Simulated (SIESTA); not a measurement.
TiC:

```
Ti C
1.0
     0.00000    2.16572    2.16572
     2.16572    0.00000    2.16572
     2.16572    2.16572    0.00000
Ti C
1 1
Direct
  0.00000 0.00000 0.00000
  0.50000 0.50000 0.50000
```

The cell is a database's computed one.

Base run:

- Program: SIESTA 5.4.2
- Functional: PBE
- Potentials or basis: PseudoDojo 0.4 standard (PBE files)
- Basis: DZP (energy shift 0.003 Ry; two zetas on semicore shells)
- Grid cutoff: 800 Ry
- Energy shift: 0.003 Ry
- k mesh: 11 × 11 × 11
- Occupations: fermi-dirac, width 0.05 eV
- Spin: no spin polarisation
- Hubbard terms: Ti d U = 6 eV

Its results: band gap on the k mesh none (metal or under the smearing width); pressure 21.3 GPa.

Question: The run is repeated on the same cell with these changes: hubbard terms from Ti d U = 6 eV to Ti d U = 4 eV. What comes out?

Answer: Band gap on the k mesh none (metal or under the smearing width); pressure 14.2 GPa.

Caveats: the basis of atomic orbitals isn't converged, which shifts pressures, moduli and gaps; U without spin polarisation on a metal has little footing; the U is typed as a test and isn't derived for this compound.
